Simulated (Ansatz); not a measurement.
# SnSe2 (P-3m1) in Ansatz: further runs

One crystal, SnSe2, is run at these levels: BLYP+D3(BJ), PBE; tasks: relaxation of cell and atoms, single point.

All numbers are computed with Ansatz 0.2.0; they aren't measurements. Logs are shortened: lines on timing, memory, paths and dates and some standing lists are left out, and cuts for length are marked.

### Step 1. The structure

It takes space group P-3m1 (No. 164, trigonal). Conventional cell: a = 3.811 Å, b = 3.811 Å, c = 6.136 Å, α = 90.00°, β = 90.00°, γ = 120.00°. Around Sn (site symmetry -3m) lie 6 Se at 2.68 Å. Se (site symmetry 3m) has 3 Sn at 2.68 Å as nearest neighbours.

### Step 2. Relaxation of cell and atoms, BLYP+D3(BJ)

File input.yaml:

```yaml
crystal:
  lattice:
    - [3.811, 0.0, 0.0]
    - [-1.9055, 3.3004228138, 0.0]
    - [0.0, 0.0, 6.136]
  atoms:
    - { symbol: Sn, position: [0.0, 0.0, 0.0] }
    - { symbol: Se, position: [0.6666666667, 0.3333333333, 0.751] }
    - { symbol: Se, position: [0.3333333333, 0.6666666667, 0.249] }
hamiltonian:
  xc: blyp
  pseudopotentials: { kind: paw }
  dispersion: d3bj
kpoints:
  mp_grid: { grid: [8, 8, 5] }
scf:
  occupations: { method: fermi_dirac, width: 0.05 }
output:
  forces: true
  stress: true
  write_density: true
  write_potential: true
  elf: true
  volumetric_format: npy
relax:
  f_tol: 0.01
  max_steps: 40
  cell: { stress_tol: 0.05 }
```

Potentials or basis: Ansatz PAW.

Launch:

```bash
> ansatz run input.yaml --threads 2 --pin off --max-ram 5120MiB --backend cpu --events-out ev --progress --plain --runs-dir out
```

Standard output:

```text
Warning: RAYON_NUM_THREADS=2 ignored (pool sized by the plan → 2); use --threads N
Engine: ansatz 0.2.0, aarch64-unknown-linux-gnu
Pseudopotentials: kind: paw
Pseudopotential: Sn, paw, valence charge 14, recommended cutoff 420 eV (normal), Sn.paw.azcp
Pseudopotential: Se, paw, valence charge 16, recommended cutoff 420 eV (normal), Se.paw.azcp
Functional definition: BLYP
  parameter beta = 0.0042
  parameter a = 0.04918
  parameter b = 0.132
  parameter c = 0.2533
  parameter d = 0.349
  exchange = b88_x(beta = beta)
  correlation = lyp_c(a = a, b = b, c = c, d = d)
Crystal: 3 atoms, lattice volume = 77.178 Å³
Basis set: ecut = 420 eV, 1485 PW (Γ), exchange–correlation on 54×54×90 points (8 copies of the dense FFT grid, shifted against one another)
Bands: 28, of which v1, the nominal top of the filled ones, is band 23 counted from 1 (22 counted from 0)
Symmetry: 12 space group operations
Space group: P-3m1 (ITA 164), of the structure as read, at distance tolerance 4.3e-5 Å
k-points: 40 of 320
Non-local potential: Sn, projectors of the file, l = 0: 2, l = 1: 2, l = 2: 2, l = 3: 2
Non-local potential: Se, projectors of the file, l = 0: 2, l = 1: 2, l = 2: 3, l = 3: 1
PAW form: soft (Blöchl's): semilocal exchange-correlation on the pseudo side does not see the compensation charge
PAW frozen core: Sn, regenerated for the run's functional, and the local potential with it (the file was generated under x = pbe(κ = 0.804, μ = 0.2195149727645171), c = pbe(β = 0.06672455060314922))
PAW frozen core: Se, regenerated for the run's functional, and the local potential with it (the file was generated under x = pbe(κ = 0.804, μ = 0.2195149727645171), c = pbe(β = 0.06672455060314922))
PAW one-centre angular grid: Sn, 590 points (default); XC on 64 Gauss nodes
PAW one-centre angular grid: Se, 590 points (default); XC on 64 Gauss nodes
Initial density: superposition of atomic densities (neutral atoms: chi_scale 0, normalization atom), corrected by the library's trained network
Initial wavefunctions: pseudopotential atomic-orbital guess
Functional: x = b88, c = lyp
SCF iter   1: F=—  HF=-17003.952834 eV  |F-HF|=—  |Δ(HF+E_count)|=         —  Δρ=7.09e-3  dr2=5.68e-2  ethr=1.77e-3  ⟨swp⟩=6.5  Hψ=5001  notcnv=0
preconditioner: auto → Resta (q_TF=auto, 2.503 Å⁻¹)  ε∞=2.7  [insulator: Δε(μ)=0.870 eV  Ē_g=16.313 eV  σ=0.050 eV  W_gap=1.00  n_scr=22 (ndim 8)  ℏωp=21.6 eV  f_vac=0.080  D(μ)=0.00/eV (n_scr^D=0)  ε∞_Penn≈2.7]
SCF iter   2: F=—  HF=-17003.936444 eV  |F-HF|=—  |Δ(HF+E_count)|=   1.64e-2  Δρ=2.77e-3  dr2=6.19e-3  ethr=1.24e-4  ⟨swp⟩=2.0  Hψ=1722  notcnv=0  defer=18
SCF iter   3: F=—  HF=-17003.934461 eV  |F-HF|=—  |Δ(HF+E_count)|=   1.98e-3  Δρ=9.95e-4  dr2=1.02e-3  ethr=1.35e-5  ⟨swp⟩=2.5  Hψ=2025  notcnv=0  defer=18
[... 77 lines left out ...]
basis re-selected at this cell: Δ(F+E_penalty+E_count) = +7.650e-5 eV, ΔP = -0.011 GPa vs the last step (what re-selecting the basis moved, of the pressure what is left beyond the Pulay correction that the steps carried, after the strain that the cell walked since its last selection, with what the two solves' SCF thresholds leave and, on support functions, any second-order correction that the steps lacked; it is no measure of the basis error at this ecutwfc). The dense FFT grid was sized anew with the basis: this SCF ran on 27×27×40 points, the steps before it on 27×27×45, so part of this shift can come from that change (see relax.cell in the input reference). This SCF's stress stands 1.89e-2 GPa from its target on what of the cell is left free (relax.cell.stress_tol is 5.00e-2 GPa) and its largest allowed force component is 1.18e-3 eV/Å (relax.f_tol is 1.00e-2 eV/Å): within both
SCF converged after 7 iterations
Free energy (F): -17004.078052 eV
Harris-Foulkes:  -17004.078052 eV  (|F-HF|=1.46e-11)
Internal energy: -17004.075919 eV  (E = F + TS)
E sigma→0 (E₀):  -17004.076986 eV
Entropy (-TS):   -0.002132 eV (-0.711 meV/atom)
Fermi energy:    9.219789 eV
--- Per-component energies (eV) ---
  E_band       = -826.643166
  E_kinetic    = 427.378066
  E_local      = -5727.363423  (includes V_loc(G=0)·N_el)
  E_nonlocal   = -1229.371034
  E_hartree    = 2953.869009
  E_xc         = -585.527562
  E_vxc        = -285.733550  (∫ρ·V_xc dr)
  E_paw        = -8006.530973  (= ΣΔE_a)
  E_vpaw       = 80.709949  (= ΣTr[D̂ρ^β])
  E_aug_tail   = -0.001238  (compensation charges beyond the density's cutoff)
  E_ewald      = -4834.401986
  E_disp       = -2.523212  (pairwise vdW)
  E_core_change = 0.396433  (= ΣΔE_core)
  E_smearing   = -0.002132  (= −TS)
  E_closure    = -0.000000  (closes the sum)
  Σ components = -17004.078052   (vs F -17004.078052, Δ=0.00e0)
--- Forces (eV/Å), atoms counted from 1 ---
  atom   1  Sn    -0.00000000    -0.00000000     0.00000000
  atom   2  Se    -0.00000000     0.00000000    -0.00117500
  atom   3  Se     0.00000000    -0.00000000     0.00117500
  max |Σ_I F_I| component: 2.31e-18 eV/Å
--- Stress (GPa, compression-positive) ---
        0.001450      -0.000000      -0.000000
       -0.000000       0.001450       0.000000
       -0.000000       0.000000      -0.018893
  P = ⅓ Tr σ = -0.0053 GPa (-0.053 kbar)
--- Band table (eV; the first three rows and the last of 40) ---
  k-point 0: bands = ["-38.0522", "-38.0522", "-38.0521", "-38.0521", "-38.0316", "-38.0316", "-38.0305", "-38.0305", "-38.0226", "-38.0226", "-12.4841", "-12.4841", "-12.4521", "-12.4438", "-12.4438", "-4.9558", "-3.1830", "2.3925", "8.1468", "8.1468", "8.1968", "8.1968", "9.0096", "9.3184", "11.8993", "13.3383", "13.3383", "17.4812"]
  k-point 1: bands = ["-38.0522", "-38.0522", "-38.0521", "-38.0521", "-38.0316", "-38.0316", "-38.0305", "-38.0305", "-38.0227", "-38.0225", "-12.4841", "-12.4841", "-12.4520", "-12.4438", "-12.4438", "-4.8492", "-3.3980", "2.7549", "7.8492", "7.9917", "7.9917", "8.4000", "8.4000", "10.2803", "11.8723", "13.1410", "13.1410", "16.9633"]
  k-point 2: bands = ["-38.0522", "-38.0522", "-38.0522", "-38.0522", "-38.0314", "-38.0314", "-38.0307", "-38.0307", "-38.0227", "-38.0225", "-12.4841", "-12.4841", "-12.4518", "-12.4439", "-12.4439", "-4.5859", "-3.8202", "3.4686", "6.7247", "7.8996", "7.8996", "8.5747", "8.5747", "11.0555", "11.7190", "12.8474", "12.8474", "16.2855"]
  k-point 39: bands = ["-38.0521", "-38.0519", "-38.0519", "-38.0518", "-38.0317", "-38.0313", "-38.0311", "-38.0306", "-38.0223", "-38.0223", "-12.5062", "-12.4859", "-12.4497", "-12.4383", "-12.4272", "-3.1670", "-3.0669", "1.6581", "4.5179", "4.8961", "5.4967", "8.3709", "8.7056", "10.7854", "13.2491", "13.5804", "14.5465", "16.4819"]
--- Relaxed structure (6 steps of the walk, 6 accepted, 1 SCFs on fresh bases) ---
  F+E_penalty+E_count = -17004.07805176 eV   max|allowed force component| = 1.175e-3 eV/Å   (the final SCF, on the basis selected at the relaxed cell)
  cell:  # Å, volume = 76.0337 Å³
    - [3.8975733790252156, 5.516514778838514e-33, -1.7290534899291603e-17]
    - [-1.9487866895126078, 3.3753975593497914, 8.645267449645798e-18]
    - [-2.783907692007734e-17, -2.9606695253274282e-33, 5.77945257208939]
  atoms:
    - { symbol: Sn, position: [1.3339678817918538e-34, 1.9309512882296557e-34, -1.8546030753437107e-68] }
    - { symbol: Se, position: [0.6666666666666666, 0.3333333333333333, 0.7245646577373045] }
    - { symbol: Se, position: [0.3333333333333333, 0.6666666666666666, 0.27543534226269584] }
```

v_z.tsv:

```text
# z_ang	v_es[eV]	v_tot[eV]
# format = ansatz-planar-average/11
# xc	blyp
# density_cutoff_ev	1680
# datasets	Sn=:simpson_from_first_knot:soft:shift=-284274	Se=:simpson_from_first_knot:soft:shift=-451331
# lattice	3.897573379	0.000000000	-0.000000000
# lattice	-1.948786690	3.375397559	0.000000000
# lattice	-0.000000000	-0.000000000	5.779452572
# sites	3
# site	50	0.000000000	0.000000000	-0.000000000
# site	34	1.948786690	1.125132520	4.187587075
# site	34	0.000000000	2.250265040	1.591865497
0.000000	7.658591e0	-3.902885e0
0.144486	7.337728e0	-4.083183e0
0.288973	6.536682e0	-4.510200e0
0.433459	5.642503e0	-4.923932e0
0.577945	5.003117e0	-5.127483e0
0.722432	4.649450e0	-5.209444e0
[... 32 lines left out ...]
5.490480	6.536682e0	-4.510200e0
5.634966	7.337728e0	-4.083183e0
```

Run time: 19 s. Hardware: 2 threads of Arm Neoverse V1, shared host; peak memory 0.42 GiB.

Results:

| Property | Result |
| --- | --- |
| Free energy | -17004.0781 eV |
| Relaxed volume | 25.34 Å³/atom |
| Relaxed cell | a = 3.898 Å, b = 3.898 Å, c = 5.779 Å, α = 90.00°, β = 90.00°, γ = 120.00° |
| Space group after relaxing (to 0.05 Å) | P-3m1 (No. 164) |
| Energy gained by relaxing | 47.9 meV/atom |
| Ionic steps | 7 |
| Pressure after relaxing | 0.0 GPa |
| Band gap on the k mesh | 0.16 eV, indirect (least direct gap 0.31 eV) |

Step by step:
| step | energy change (eV) | largest force (eV/Å) | volume (Å³) |
| --- | --- | --- | --- |
| 1 | 0.0000 | 1.0827 | 77.18 |
| 2 | -0.0153 | 0.8380 | 78.68 |
| 3 | -0.1313 | 0.0970 | 78.66 |
| 4 | -0.1430 | 0.0422 | 76.11 |
| 5 | -0.1437 | 0.0164 | 76.06 |
| 6 | -0.1439 | 0.0012 | 76.03 |
| 7 | -0.1438 | 0.0012 | 76.03 |

Final structure:
```yaml
crystal:
  lattice:
    - [3.89757, 0.00000, 0.00000]
    - [-1.94879, 3.37540, 0.00000]
    - [0.00000, 0.00000, 5.77945]
  atoms:
    - { symbol: Sn, position: [0.00000, 0.00000, 0.00000] }
    - { symbol: Se, position: [0.66667, 0.33333, 0.72456] }
    - { symbol: Se, position: [0.33333, 0.66667, 0.27544] }
```

Caveat: odd divisions of the mesh miss points on the zone boundary, where band edges often lie, so the gap on the mesh can be too wide; the plane-wave basis is chosen anew once the cell has moved, so the energies of steps on either side of that aren't comparable; spin-orbit coupling is left out, which moves the levels of the heavy elements; the PAW data sets come from PBE, with cores solved anew for the run's functional, which leaves a small shift of forces and pressure. A k mesh can miss the band edges.

### Step 3. Single point, PBE

File input.yaml:

```yaml
crystal:
  lattice:
    - [3.811, 0.0, 0.0]
    - [-1.9055, 3.3004228138, 0.0]
    - [0.0, 0.0, 6.136]
  atoms:
    - { symbol: Sn, position: [0.0, 0.0, 0.0] }
    - { symbol: Se, position: [0.6666666667, 0.3333333333, 0.751] }
    - { symbol: Se, position: [0.3333333333, 0.6666666667, 0.249] }
hamiltonian:
  xc: pbe
  pseudopotentials: { kind: paw }
kpoints:
  mp_grid: { grid: [8, 8, 5] }
scf:
  occupations: { method: fermi_dirac, width: 0.05 }
basis:
  ecutwfc: "500 eV"
output:
  forces: true
  stress: true
  eigenvalues: true
```

Potentials or basis: Ansatz PAW.

Launch:

```bash
> ansatz run input.yaml --threads 2 --pin off --max-ram 5120MiB --backend cpu --events-out ev --progress --plain --runs-dir out
```

Standard output:

```text
Warning: RAYON_NUM_THREADS=2 ignored (pool sized by the plan → 2); use --threads N
[... 4 set-up lines as earlier in the session ...]
Functional definition: PBE
  parameter kappa = 0.804
  parameter beta = 0.06672455060314922
  exchange = pbe_x(kappa = kappa, mu = beta*pi^2/3)
  correlation = pbe_c(beta = beta)
Crystal: 3 atoms, lattice volume = 77.178 Å³
Basis set: ecut = 500 eV, 1949 PW (Γ), exchange–correlation on 60×60×90 points (8 copies of the dense FFT grid, shifted against one another)
Bands: 28, of which v1, the nominal top of the filled ones, is band 23 counted from 1 (22 counted from 0)
[... 2 set-up lines as earlier in the session ...]
k-points: 40 of 320
[... 7 set-up lines as earlier in the session ...]
Functional: x = pbe(κ = 0.804, μ = 0.2195149727645171), c = pbe(β = 0.06672455060314922)
SCF iter   1: F=—  HF=-16963.276779 eV  |F-HF|=—  |Δ(HF+E_count)|=         —  Δρ=1.50e-3  dr2=2.62e-3  ethr=1.77e-3  ⟨swp⟩=6.5  Hψ=5022  notcnv=0
preconditioner: auto → Resta (q_TF=auto, 2.503 Å⁻¹)  ε∞=2.8  [insulator: Δε(μ)=0.829 eV  Ē_g=16.241 eV  σ=0.050 eV  W_gap=1.00  n_scr=22 (ndim 8)  ℏωp=21.6 eV  f_vac=0.081  D(μ)=0.00/eV (n_scr^D=0)  ε∞_Penn≈2.8]
SCF iter   2: F=—  HF=-16963.275611 eV  |F-HF|=—  |Δ(HF+E_count)|=   1.17e-3  Δρ=6.95e-4  dr2=2.32e-4  ethr=5.70e-6  ⟨swp⟩=2.9  Hψ=2335  notcnv=0
SCF iter   3: F=—  HF=-16963.275716 eV  |F-HF|=—  |Δ(HF+E_count)|=   1.05e-4  Δρ=3.18e-4  dr2=4.01e-5  ethr=5.05e-7  ⟨swp⟩=2.0  Hψ=2022  notcnv=0
SCF iter   4: F=—  HF=-16963.275750 eV  |F-HF|=—  |Δ(HF+E_count)|=   3.48e-5  Δρ=1.06e-4  dr2=5.06e-6  ethr=8.72e-8  ⟨swp⟩=2.0  Hψ=1422  notcnv=0
SCF iter   5: F=—  HF=-16963.275756 eV  |F-HF|=—  |Δ(HF+E_count)|=   5.67e-6  Δρ=1.81e-5  dr2=2.55e-7  ethr=1.10e-8  ⟨swp⟩=2.0  Hψ=1422  notcnv=0
SCF iter   6: F=-16963.275756 eV  HF=-16963.275756 eV  |F-HF|=3.69e-8  |Δ(HF+E_count)|=   2.84e-7  Δρ=6.58e-6  dr2=4.11e-8  ethr=2.17e-10  ⟨swp⟩=7.2  Hψ=4792  notcnv=0
SCF 1 converged in 6 iterations: F = -16963.275756 eV  dr2 = 4.11e-8
SCF converged after 6 iterations
Free energy (F): -16963.275756 eV
Harris-Foulkes:  -16963.275756 eV  (|F-HF|=3.69e-8)
Internal energy: -16963.275737 eV  (E = F + TS)
E sigma→0 (E₀):  -16963.275747 eV
Entropy (-TS):   -0.000020 eV (-0.007 meV/atom)
Fermi energy:    8.534204 eV
--- Per-component energies (eV) ---
  E_band       = -857.830501
  E_kinetic    = 426.763249
  E_local      = -6101.151754  (includes V_loc(G=0)·N_el)
  E_nonlocal   = -1222.415960
  E_hartree    = 3128.193957
  E_xc         = -590.537921
  E_vxc        = -292.293884  (∫ρ·V_xc dr)
  E_paw        = -7963.932270  (= ΣΔE_a)
  E_vpaw       = 74.882742  (= ΣTr[D̂ρ^β])
  E_aug_tail   = -0.000417  (compensation charges beyond the density's cutoff)
  E_ewald      = -4640.194622
  E_smearing   = -0.000020  (= −TS)
  E_closure    = -0.000000  (closes the sum)
  Σ components = -16963.275756   (vs F -16963.275756, Δ=0.00e0)
--- Forces (eV/Å), atoms counted from 1 ---
  atom   1  Sn     0.00000000    -0.00000000     0.00000000
  atom   2  Se    -0.00000000    -0.00000000    -0.78592790
  atom   3  Se     0.00000000     0.00000000     0.78592790
  max |Σ_I F_I| component: 1.29e-31 eV/Å
--- Stress (GPa, compression-positive) ---
        5.028625      -0.000000      -0.000000
       -0.000000       5.028625       0.000000
       -0.000000       0.000000       6.525535
  P = ⅓ Tr σ = 5.5276 GPa (55.276 kbar)
--- Band table (eV; the first three rows and the last of 40) ---
  k-point 0: bands = ["-38.6842", "-38.6842", "-38.6841", "-38.6841", "-38.6485", "-38.6485", "-38.6479", "-38.6479", "-38.6346", "-38.6344", "-13.1529", "-13.1529", "-13.1140", "-13.0995", "-13.0995", "-5.8860", "-4.1105", "2.0505", "7.4142", "7.4142", "7.7203", "7.7203", "8.1047", "9.2093", "11.0646", "12.7585", "12.7585", "16.2537"]
  k-point 1: bands = ["-38.6842", "-38.6842", "-38.6841", "-38.6841", "-38.6485", "-38.6485", "-38.6480", "-38.6480", "-38.6346", "-38.6344", "-13.1529", "-13.1529", "-13.1140", "-13.0995", "-13.0995", "-5.8336", "-4.2227", "2.3230", "7.2422", "7.3755", "7.3755", "7.7802", "7.7802", "9.8697", "11.0707", "12.6616", "12.6616", "16.4758"]
  k-point 2: bands = ["-38.6842", "-38.6842", "-38.6841", "-38.6841", "-38.6484", "-38.6484", "-38.6481", "-38.6481", "-38.6346", "-38.6345", "-13.1529", "-13.1529", "-13.1139", "-13.0995", "-13.0995", "-5.7341", "-4.4137", "2.8593", "6.2415", "7.3303", "7.3303", "7.8606", "7.8606", "10.4730", "11.0497", "12.5129", "12.5129", "16.3532"]
  k-point 39: bands = ["-38.6839", "-38.6839", "-38.6837", "-38.6837", "-38.6485", "-38.6484", "-38.6483", "-38.6481", "-38.6342", "-38.6341", "-13.1881", "-13.1599", "-13.1058", "-13.0895", "-13.0795", "-3.8789", "-3.6834", "0.7229", "3.7269", "4.0866", "4.7844", "7.4570", "7.7288", "10.3913", "12.9524", "13.1828", "14.4092", "15.5355"]
```

It took 3 s on 2 threads of Arm Neoverse V1, shared host; peak memory 0.41 GiB.

What came out:

| Quantity | Value |
| --- | --- |
| Free energy | -16963.2758 eV |
| Pressure | 5.5 GPa |
| Largest force | 0.786 eV/Å |
| Band gap on the k mesh | 0.81 eV, indirect (least direct gap 1.10 eV) |

Forces in eV/Å, atoms in the order of the input:
```
Sn   0.000  0.000  0.000
Se   0.000  0.000 -0.786
Se   0.000  0.000  0.786
```

Levels at points of the mesh, in eV from the valence-band top:
```csv
k point,band 19,band 20,band 21,band 22,band 23,band 24,band 25,band 26,band 27,band 28
"(0.00, 0.00, 0.00)",-0.70,-0.70,-0.39,-0.39,-0.01,1.10,2.95,4.65,4.65,8.14
"(0.00, -0.50, 0.00)",-4.48,-2.91,-2.68,-1.20,-0.31,1.16,3.80,5.46,5.49,7.28
```

Caveat: odd divisions of the mesh miss points on the zone boundary, where band edges often lie, so the gap on the mesh can be too wide; spin-orbit coupling is left out, which moves the levels of the heavy elements; this functional lacks dispersion, which binds the layers, so the pressure and a relaxed spacing across them are unreliable. A k mesh can miss the band edges.
